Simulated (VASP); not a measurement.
**PbS: single point with LDA**

PbS:

```
CELL_PARAMETERS angstrom
4.08970 0.00000 0.00000
-2.04485 3.54178 0.00000
0.00000 0.00000 3.78817
ATOMIC_POSITIONS crystal
Pb 0.00000 0.00000 0.00000
S 0.66667 0.33333 0.50000
```

Measurements of this composition are mostly on another form, of space group No. 225.

```yaml
Program: VASP 6.6.1
Task: single point
Functional: LDA
Potentials_or_basis: VASP PAW LDA potentials, release 64 (Pb_d, S)
Cutoff: 520 eV
k_mesh: 5 × 5 × 5
Occupations: gaussian, width 0.01 eV
Spin: no spin polarisation
Dipole_correction: no
Further_INCAR_settings: ALGO = Fast; EDIFF = 1e-07; NBANDS = 17
```

```json
{
 "Pressure": "-4.3 GPa",
 "Band gap on the k mesh": "0.87 eV, indirect (least direct gap 2.06 eV)"
}
```

Stress tensor (GPa, compression positive):
```
-4.11  0.00  0.00
 0.00 -4.11  0.00
 0.00  0.00 -4.60
```

Levels at points of the mesh, in eV from the valence-band top:
| k point | band 7 | band 8 | band 9 | band 10 | band 11 | band 12 | band 13 | band 14 |
| --- | --- | --- | --- | --- | --- | --- | --- | --- |
| (0.00, 0.00, 0.00) | -6.09 | -1.76 | -1.26 | -1.26 | 3.75 | 3.75 | 5.58 | 6.77 |

It took 7.4 s on 1 thread of Intel(R) Xeon(R) 6975P-C (Granite Rapids), on a shared host, peak memory 0.14 GiB.

Caveat: spin-orbit coupling is left out, which as a rule narrows the gap of such compounds by several tenths of an eV; an odd mesh through Γ misses points on the zone boundary, where band edges often lie.
